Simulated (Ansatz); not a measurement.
## A convergence test on TePb (puckered monolayer (GeS type)): k mesh of the hybrid

Aim: see how gap, energy and time of TePb (puckered monolayer (GeS type)) follow the k mesh of the hybrid.

Program: Ansatz 0.2.0. Level of theory: DFT, HSE06, plane waves, PAW. Results are calculated unless marked as measured.

**1. The structure**

The cell holds 4 atoms: 2 Pb and 2 Te. Its edges and angles: a = 4.652 Å, b = 4.648 Å, c = 29.543 Å, α = 90.0°, β = 90.0°, γ = 90.0°. Vacuum lies along c.

Structure file:

```cif
data_structure
_symmetry_space_group_name_H-M 'P 1'
_symmetry_Int_Tables_number 1
_cell_length_a 4.6522
_cell_length_b 4.6476
_cell_length_c 29.5429
_cell_angle_alpha 90.000
_cell_angle_beta 90.000
_cell_angle_gamma 90.000
_cell_volume 638.76
loop_
_atom_site_label
_atom_site_type_symbol
_atom_site_fract_x
_atom_site_fract_y
_atom_site_fract_z
_atom_site_occupancy
Pb1 Pb 0.05021 0.00000 0.36739 1
Te2 Te 0.54979 0.50000 0.37805 1
Pb3 Pb 0.55021 0.50000 0.27574 1
Te4 Te 0.04979 0.00000 0.26508 1
```

The structure was relaxed with PBE. The runs that relaxed it are not among those shown. Spin-orbit coupling is left out unless a step names it. The default PAW set here is soft_2. Its files were made with PBE. The Coulomb interaction is cut off across the vacuum.

**2. k mesh of the hybrid: 2×2×1**

input.yaml reads:

```yaml
crystal:
  lattice:
    - [4.652238298, 0.0, 0.0]
    - [0.0, 4.6475562299, 0.0]
    - [0.0, 0.0, 29.5429140992]
  atoms:
    - { symbol: Pb, position: [0.0502050646, 0.0, 0.3673932892] }
    - { symbol: Te, position: [0.5497949354, 0.5, 0.378051852] }
    - { symbol: Pb, position: [0.5502050646, 0.5, 0.2757389331] }
    - { symbol: Te, position: [0.0497949354, 0.0, 0.2650803704] }
  periodic: [true, true, false]
kpoints:
  mp_grid: { grid: [2, 2, 1] }
  band_path:
    path:
      - [0.0, 0.0, 0.0]
      - [0.5, 0.0, 0.0]
      - [0.5, 0.5, 0.0]
      - [0.0, 0.5, 0.0]
      - [0.4, 0.0, 0.0]
      - [0.0, 0.45, 0.0]
      - [0.0, 0.4, 0.0]
    npoints: 1
hamiltonian:
  xc: hse06
scf:
  occupations: { method: fixed }
  n_extra_bands: 5
output:
  eigenvalues: true
  write_density: true
  write_potential: true
  elf: true
  volumetric_format: npy
```

Command:

```
$ ansatz run input.yaml --threads 2 --pin off --max-ram 92160MiB --backend cuda --events-out ev --progress --plain --runs-dir out --devices 1 --max-vram 13GiB  # rebuilt from the run's record
```

Numbers of over 12 decimals in the logs are rounded to 6 here.

The log of the run:

```text
scf.n_extra_bands = 5 over 30 filled bands (N_el = 60.0): the run solves 35 bands
exact exchange: scf.exx.singularity resolves to wigner_seitz, which cuts the screened interaction at the faces of the exchange supercell's Wigner-Seitz cell, so that each pair interacts once, at the shortest of its separations (the periodic images that this leaves out come, for a point-like exchange hole, to about 0.010 eV on a filled level). The cut falls within the interaction's reach, and what an exchange supercel [...]
GPUs: using 1 of 1 available (devices: 1).
Engine: ansatz 0.2.0, x86_64-unknown-linux-gnu
Pseudopotentials: kind: paw
Pseudopotential: Pb, paw, valence charge 14, recommended cutoff 420 eV (normal), Pb.paw.azcp
Pseudopotential: Te, paw, valence charge 16, recommended cutoff 420 eV (normal), Te.paw.azcp
Functional definition: HSE06
  parameter a = 0.25
  parameter omega = 0.11/bohr
  exchange = pbe_x - a*pbe_x_sr(omega) + a*exact_x_sr(omega)
  correlation = pbe_c
davidson cushion auto → on  (no smearing: the cushion is to keep the highest requested band from converging to the state above it; pin scf.eigensolver.cushion to override)
device memory: the entry about to start is reckoned to put 3.1 GiB on a device that reports 45.3 GiB free (of which the cap on the GPU budget leaves the run 13.0 GiB)
GPU FFT provider: cuFFT
GPU libraries: cuBLAS 13.8.2, cuFFT 12.4.0, cuSOLVER 12.3.4
Crystal: 4 atoms, lattice volume = 638.763 Å³
Basis set: ecut = 420 eV, 12427 PW (Γ)
Bands: 35, of which v1, the nominal top of the filled ones, is band 30 counted from 1 (29 counted from 0)
Symmetry: 4 space group operations
Space group: Pmn21 (ITA 31), of the structure as read, at distance tolerance 8.6e-5 Å
k-points: 4
Non-local potential: Pb, projectors of the file, l = 0: 2, l = 1: 2, l = 2: 2, l = 3: 2
Non-local potential: Te, projectors of the file, l = 0: 2, l = 1: 2, l = 2: 2, l = 3: 2
PAW form: soft (Blöchl's): semilocal exchange-correlation on the pseudo side does not see the compensation charge
PAW frozen core: Pb, regenerated for the run's functional, and the local potential with it (the file was generated under x = pbe(κ = 0.804, μ = 0.219515), c = pbe(β = 0.066725))
PAW frozen core: Te, regenerated for the run's functional, and the local potential with it (the file was generated under x = pbe(κ = 0.804, μ = 0.219515), c = pbe(β = 0.066725))
PAW one-centre angular grid: Pb, 590 points (default); XC on 64 Gauss nodes
PAW one-centre angular grid: Te, 590 points (default); XC on 64 Gauss nodes
Initial density: superposition of atomic densities (neutral atoms: chi_scale 0, normalization atom), corrected by the library's trained network
Initial wavefunctions: pseudopotential atomic-orbital guess
GPU buffer pool allocated for 204800 grid points (all kernels)
GPU transforms: local potential and band sums: pruned to the plane-wave sphere, on 32×32×200
Functional: x = pbe(κ = 0.804, μ = 0.219515), c = pbe(β = 0.066725), warm-up for x = pbe(κ = 0.804, μ = 0.219515) + 0.25 (exact − pbe) at short range (hse, ω = 0.207870 Å⁻¹), c = pbe(β = 0.066725); HSE06 as pw.x's `hse` composes it (authors' and Libxc's form: `xc: wpbeh`)
SCF iter   1: F=—  HF=-37773.023611 eV  |F-HF|=—  |Δ(HF+E_count)|=         —  Δρ=1.93e-3  dr2=8.65e-2  ethr=1.77e-3  ⟨swp⟩=7.8  Hψ=587  notcnv=0
preconditioner: auto → none  [insulator: Δε(μ)=1.688 eV  Ē_g=13.407 eV  n_scr=60 (ndim 8)  ℏωp=9.3 eV  f_vac=0.744]
SCF iter   2: F=—  HF=-37773.007948 eV  |F-HF|=—  |Δ(HF+E_count)|=   1.57e-2  Δρ=1.07e-3  dr2=1.70e-2  ethr=1.44e-4  ⟨swp⟩=7.0  Hψ=428  notcnv=0  defer=1
SCF iter   3: F=—  HF=-37773.004711 eV  |F-HF|=—  |Δ(HF+E_count)|=   3.24e-3  Δρ=4.28e-4  dr2=2.56e-3  ethr=2.83e-5  ⟨swp⟩=5.0  Hψ=388  notcnv=1  defer=1
SCF iter   4: F=—  HF=-37773.004918 eV  |F-HF|=—  |Δ(HF+E_count)|=   2.07e-4  Δρ=2.53e-4  dr2=7.95e-4  ethr=4.26e-6  ⟨swp⟩=6.2  Hψ=388  notcnv=0
iter 5 solved again at ethr=4.62e-8 eV; its pass at ethr=1.33e-6 eV (dr2=2.77e-5 eV) is discarded
[...]
SCF iter   6: F=—  HF=-37789.215476 eV  |F-HF|=—  |Δ(HF+E_count)|=   6.57e-5  Δρ=3.76e-5  dr2=5.33e-5  ethr=4.31e-7  ⟨swp⟩=3.2  Hψ=327  notcnv=0
SCF iter   7: F=—  HF=-37789.215806 eV  |F-HF|=—  |Δ(HF+E_count)|=   3.30e-4  Δρ=4.66e-5  dr2=2.71e-5  ethr=1.76e-8  ⟨swp⟩=6.5  Hψ=553  notcnv=0  defer=1
SCF iter   8: F=-37789.215798 eV  HF=-37789.215798 eV  |F-HF|=1.75e-7  |Δ(HF+E_count)|=   8.05e-6  Δρ=8.08e-6  dr2=1.75e-6  ethr=1.76e-8  ⟨swp⟩=4.2  Hψ=393  notcnv=0
SCF 2 stopped early in 8 iterations: F = -37789.215798 eV  dr2 = 1.75e-6
hybrid outer 1: dexx = +1.515e-2 eV, tail = 1.32e-4 eV
GPU FFT provider: cuFFT
GPU libraries: cuBLAS 13.8.2, cuFFT 12.4.0, cuSOLVER 12.3.4
GPU buffer pool allocated for 204800 grid points (all kernels)
GPU transforms: local potential and band sums: pruned to the plane-wave sphere, on 32×32×200
Exchange kernel: α = 0.2500, screened, ω = 0.2079 Å⁻¹, Wigner–Seitz truncation, v(0) = 920.8267 eV·Å³, q-mesh 2×2×1, nearest image of the exchange supercell L = 9.30 Å, pair-density grid 32×32×200, without the augmentation charges, whose exchange is taken in its separable form by FFT convolution over the k-point mesh (the finest that the files' search goes to), smooth part of the exact exchange by density-matrix convolution in up to 6.18 GiB of GPU memory as planned if the GPU has room (build and FFT work areas not counted)
Frozen-core exchange: fock
SCF iter   1: F=—  HF=-37789.215608 eV  |F-HF|=—  |Δ(HF+E_count)|=         —  Δρ=1.48e-5  dr2=2.39e-6  ethr=1.10e-6  ⟨swp⟩=2.5  Hψ=310  notcnv=0
preconditioner: auto → none  [insulator: Δε(μ)=2.198 eV  Ē_g=15.016 eV  n_scr=60 (ndim 8)  ℏωp=9.3 eV  f_vac=0.747]
iter 2 solved again at ethr=1.89e-10 eV; its pass at ethr=3.78e-9 eV (dr2=1.14e-7 eV) is discarded
SCF iter   2: F=—  HF=-37789.215609 eV  |F-HF|=—  |Δ(HF+E_count)|=   1.24e-6  Δρ=5.29e-6  dr2=2.34e-7  ethr=1.89e-10  ⟨swp⟩=3.2  Hψ=836  notcnv=0
SCF iter   3: F=-37789.215610 eV  HF=-37789.215610 eV  |F-HF|=1.97e-8  |Δ(HF+E_count)|=   7.10e-7  Δρ=3.02e-6  dr2=6.12e-8  ethr=1.87e-10  ⟨swp⟩=7.0  Hψ=468  notcnv=0  defer=1
SCF 3 converged in 3 iterations: F = -37789.215610 eV  dr2 = 6.12e-8
hybrid outer 2: dexx = +9.065e-7 eV, tail = 1.46e-7 eV, Δε = 2.71e-3 eV (about 2.06e-4 eV left of the loop's levels)
device memory: the entry about to start is reckoned to put 1.7 GiB on a device that reports 39.6 GiB free (of which the cap on the GPU budget leaves the run 13.0 GiB)
NSCF: frozen V_eff on 7 k-points
WARN: The output density's exchange-correlation potential varies sharply where the density is thin. Do not read a vacuum level from v_tot or v_xc, or from such a field of the output density. On a cell that repeats whose density bears no net charge and no dipole along the vacuum's axis use v_es (v_loc + v_h of the components); under efield.dipole_correction with no amplitude use v_es + v_field, which holds any externa [...]
hybrid SCF converged: 2 outer / 11 inner (+5 warm-up), last move |dexx| = 9.06e-7 eV, tail = 1.46e-7 eV
Stability not checked: this state was not tested for a lower state beside it, because the functional holds exact exchange (a hybrid, or Hartree-Fock), whose exchange loop this test does not read (fock_operator; see scf.lower_state_search)
Free energy (F): -37789.215610 eV
Frozen-core exchange: fock
Harris-Foulkes:  -37789.215610 eV  (|F-HF|=1.97e-8)
Internal energy: -37789.215610 eV  (E = F + TS)
E sigma→0 (E₀):  -37789.215610 eV
Fermi energy:    -5.116873 eV
--- Per-component energies (eV) ---
  E_band       = -1522.166474
  E_kinetic    = 933.956846
  E_local      = -88276.263935  (includes V_loc(G=0)·N_el)
  E_nonlocal   = 77.043882
  E_hartree    = 43879.367533
  E_xc         = -551.435830
  E_vxc        = -378.477144  (∫ρ·V_xc dr)
  E_exx        = -152.849215  (= α·E_x^exact, valence–valence)
  E_paw        = -30137.511828  (= ΣΔE_a)
  E_vpaw       = -1331.455136  (= ΣTr[D̂ρ^β])
  E_aug_tail   = -0.000302  (compensation charges beyond the density's cutoff)
  E_ewald      = 36438.176834
  E_core_change = 0.300405  (= ΣΔE_core)
  E_smearing   = -0.000000  (= −TS)
  E_closure    = -0.000000  (closes the sum)
  Σ components = -37789.215610   (vs F -37789.215610, Δ=7.28e-12)
--- Band table (eV) ---
  k-point 0: bands = [... 26 lower, -7.3945, -6.2895, -6.2809, -5.5703, -2.3662, -0.5180, -0.4652, 0.0570, ... 1 higher]
  k-point 1: bands = [... 26 lower, -5.7557, -5.7557, -5.1236, -5.1236, -2.9186, -2.9186, -2.6801, -2.6801, ... 1 higher]
  k-point 2: bands = [... 26 lower, -5.7505, -5.7505, -5.1169, -5.1169, -2.9103, -2.9103, -2.6731, -2.6731, ... 1 higher]
  k-point 3: bands = [... 26 lower, -7.7821, -7.7821, -6.3768, -6.3768, -1.1526, -1.1526, -0.3515, -0.3515, ... 1 higher]
  the weakly bound empty levels are not read free of the cell's end (exact_exchange)
```

It took 17 s on 1 × NVIDIA H100 80GB HBM3 (shared by 6 runs) with 2 threads of AMD EPYC 7R13 (Zen 3), shared host; peak memory 1.6 GiB; 19 s of CPU time.

This step gave:

```
gap                     : 1.765 eV
valence top at          : k = (0.400, 0.000, 0.000)
conduction bottom at    : k = (0.000, 0.450, 0.000)
least direct gap        : 1.793 eV
exact-exchange fraction : 0.25
```

The gap is indirect, with the least direct gap 0.03 eV higher.

**3. k mesh of the hybrid: 4×4×1**

input.yaml: that of step 2 with these lines changed.

```diff
@@ -12,3 +12,3 @@
 kpoints:
-  mp_grid: { grid: [2, 2, 1] }
+  mp_grid: { grid: [4, 4, 1] }
   band_path:
@@ -30,5 +30 @@
   eigenvalues: true
-  write_density: true
-  write_potential: true
-  elf: true
-  volumetric_format: npy
```

The log of the run:

```text
[...]
GPUs: using 1 of 1 available (devices: 1).
[...]
GPU FFT provider: cuFFT
GPU libraries: cuBLAS 13.8.2, cuFFT 12.4.0, cuSOLVER 12.3.4
Crystal: 4 atoms, lattice volume = 638.763 Å³
Basis set: ecut = 420 eV, 12427 PW (Γ)
Bands: 35, of which v1, the nominal top of the filled ones, is band 30 counted from 1 (29 counted from 0)
[... 1 set-up line as in the run before ...]
[...]
k-points: 9 of 16 (time reversal used)
[...]
k-point 0: bands = [... 26 lower, -7.4545, -6.3785, -6.3696, -5.7176, -2.3780, -0.6103, -0.4642, 0.0234, ... 1 higher]
  k-point 1: bands = [... 26 lower, -6.7566, -5.9721, -5.9132, -5.4552, -2.5755, -2.0378, -1.7555, -1.0019, ... 1 higher]
  k-point 2: bands = [... 26 lower, -5.8165, -5.8165, -5.1616, -5.1616, -3.0338, -3.0338, -2.7685, -2.7685, ... 1 higher]
  k-point 8: bands = [... 26 lower, -7.9334, -7.9334, -6.4873, -6.4873, -1.1942, -1.1942, -0.4243, -0.4243, ... 1 higher]
  the weakly bound empty levels are not read free of the cell's end (exact_exchange)
[key lines of the parts left out:]
Free energy (F): -37790.281308 eV
Fermi energy:    -5.154875 eV
```

Elapsed: 39 s, on 1 × NVIDIA H100 80GB HBM3 (shared by 6 runs) with 2 threads; peak memory 2 GiB; 49 s of CPU time.

This step gave:

| Quantity | Value |
| --- | --- |
| gap | 1.716 eV |
| valence top at | k = (0.400, 0.000, 0.000) |
| conduction bottom at | k = (0.000, 0.450, 0.000) |
| least direct gap | 1.761 eV |

The gap is 1.716 eV, −0.049 eV from the run before at this level.

**4. The series**

Differences are against the last row; a negative gap means that bands overlap, and a run with a band path holds that path's time. Times are wall times on 1 × NVIDIA H100 80GB HBM3 (shared by 6 runs) with 2 threads of AMD EPYC 7R13 (Zen 3), shared host, good to a factor of about two.

| k mesh of the hybrid | gap (eV) | direct gap (eV) | gap error (eV) | energy error (meV/atom) | irreducible k | time |
| --- | --- | --- | --- | --- | --- | --- |
| 2×2×1 | 1.765 | 1.793 | +0.049 | +266.4 | 4 | 17 s |
| 4×4×1 | 1.716 | 1.761 | +0.000 | +0.0 | 9 | 39 s |

**5. What came out**

```yaml
2x2x1: 1.765 eV
4x4x1: 1.716 eV
```

In words: The gap holds to 0.02 eV from 4×4×1 on, the last run itself, so the series does not show convergence. At 2×2×1 the gap is off by +0.049 eV and the energy by +266 meV/atom. The gap is read over the mesh and added points near the edges, so meshes differ mainly through the density and, for a hybrid, the exchange operator.

[Paths, hosts, dates, memory and timing lines, banners, echoed tables and standing remarks are left out of the program output.]

[Logs are printed without paths, hosts, clocks, repeated set-up lines and the standing remarks that a program may print on its own settings, such as how far it seeks lower states.]

[Runs of the session that timed out or met a known fault of the program may be left out.]

[Cells called generated may have been cut or substituted from an entry of the Crystallography Open Database or the Materials Project.]

[Hosts, paths, dates, database ids (printed as entryN), source tags and the programs' standing remarks are cut or masked in the printed files.]
